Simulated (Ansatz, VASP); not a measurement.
## Tl in VASP and in Ansatz

```
Tl
1.0
     3.01852    0.00000    0.00000
     0.00000    3.01852    0.00000
     0.00000    0.00000    3.01852
Tl
1
Direct
  0.00000 0.00000 0.00000
```

Change from the starting cell: volume scaled by 0.8, LAPW.

Alike in both runs: task single point; functional PBE; k mesh 12 × 12 × 12; occupations fermi-dirac, width 0.08 eV; no spin polarisation.

|  | VASP | Ansatz |
| --- | --- | --- |
| version | VASP 6.6.1 | Ansatz 0.2.0 |
| potentials or method | VASP PAW PBE potentials, release 64 (Tl_d), cutoff 520 eV | all-electron LAPW, scalar-relativistic |

|  | VASP | Ansatz | Ansatz less VASP |
| --- | --- | --- | --- |
| pressure (GPa) | 8.7 | 8.8 | +0.06 |

Ansatz ran all-electron here, so the differences hold the error of VASP's frozen core and of both bases.

The runs have no spin-orbit coupling, so splittings on Tl are missing.
